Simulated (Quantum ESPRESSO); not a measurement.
HfC:

```xyz
2
Lattice="0.0000 2.3250 2.3250 2.3250 0.0000 2.3250 2.3250 2.3250 0.0000" Properties=species:S:1:pos:R:3 pbc="T T T"
Hf    2.3250    2.3250    2.3250
C     0.0000    0.0000    0.0000
```

Base run:

| Property | Result |
| --- | --- |
| Program | Quantum ESPRESSO 7.5 |
| Functional | PBE |
| Potentials or basis | SSSP 1.3 efficiency PBE |
| Cutoff | 816 eV |
| Density cutoff | 5987 eV |
| k mesh | 10 × 10 × 10 |
| Occupations | fermi-dirac, width 0.05 eV |
| Spin | no spin polarisation |
| Hubbard terms | Hf d U = 8 eV |

Its results: band gap on the k mesh none (metal or under the smearing width); pressure 16.2 GPa.

**Question.** After a change of settings the same cell gave: band gap on the k mesh none (metal or under the smearing width); pressure 7.1 GPa. Which change was it?
A. hubbard terms from Hf d U = 8 eV to Hf d U = 1 eV
B. hubbard terms from Hf d U = 8 eV to Hf d U = 4 eV
C. hubbard terms from Hf d U = 8 eV to none

**Answer.** B.

Caveats: U without spin polarisation on a metal has little footing; the U is typed as a test and isn't derived for this compound.
